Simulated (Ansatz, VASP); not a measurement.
Given: the input of a run of VASP 6.6.1 on SnSe.

File INCAR:

```
SYSTEM = SnSe
PREC     = Accurate       ! precision mode
ENCUT    = 520            ! plane-wave cutoff, eV
EDIFF    = 1E-7           ! SCF threshold, eV
ISMEAR   = 0              ! smearing method
SIGMA    = 0.026000000000000002 ! smearing width, eV
LREAL    = .False.        ! projectors in reciprocal space
LASPH    = .True.         ! aspherical terms in the spheres
NELM     = 100            ! most SCF steps
ALGO     = Normal         ! electronic algorithm
ISIF     = 2              ! what is computed and relaxed
LWAVE    = .False.        ! write WAVECAR
LCHARG   = .False.        ! write CHGCAR
GGA      = PE             ! functional
NBANDS   = 17             ! bands
```

The input KPOINTS:

```
regular mesh
0
Gamma
  8 8 8
  0 0 0
```

File POSCAR:

```
SnSe
1.0
    0.0000000000      3.0100000000      3.0100000000
    3.0100000000      0.0000000000      3.0100000000
    3.0100000000      3.0100000000      0.0000000000
Sn Se
1 1
Direct
    0.0000000000      0.0000000000      0.0000000000
    0.5000000000      0.5000000000      0.5000000000
```

Potentials or basis: VASP PAW PBE potentials, release 64 (Sn_d, Se).

Run with:

```bash
$ cat potpaw_PBE.64/Sn_d/POTCAR potpaw_PBE.64/Se/POTCAR > POTCAR
$ mpirun -np 1 vasp_std > vasp.out
```

Q: Translate it to Ansatz 0.2.0. Potentials there: all-electron LAPW, scalar-relativistic.

A: As run (the cutoff follows the program's own potentials):

input.yaml

```yaml
crystal:
  lattice:
    - [0.0, 3.01, 3.01]
    - [3.01, 0.0, 3.01]
    - [3.01, 3.01, 0.0]
  atoms:
    - { symbol: Sn, position: [0.0, 0.0, 0.0] }
    - { symbol: Se, position: [0.5, 0.5, 0.5] }
kpoints:
  mp_grid: { grid: [8, 8, 8] }
scf:
  occupations: { method: gaussian, width: 0.026 }
hamiltonian:
  xc: pbe
  pseudopotentials: { kind: all_electron, lapw: { basis_error: 0.001 } }
output:
  forces: true
  stress: true
  eigenvalues: true
```

Potentials or basis: all-electron LAPW, scalar-relativistic.

Command:

```console
$ ansatz run input.yaml --threads 1 --pin off --max-ram 3072MiB --backend cpu --events-out ev --progress --plain --runs-dir out
```

Both were run:

|  | VASP | Ansatz | Ansatz less VASP |
| --- | --- | --- | --- |
| gap on the k mesh at the Fermi level (eV) | 0.58 | 0.58 | 0.000 |
| least direct gap on the mesh (eV) | 0.58 | 0.58 | 0.000 |
| pressure (GPa) | 0.9 | 0.9 | 0.00 |

Ansatz ran all-electron here, so the differences hold the error of VASP's frozen core and of both bases.

Caveats: spin-orbit coupling is left out, which moves the levels of the heavy elements. A k mesh can miss the band edges.
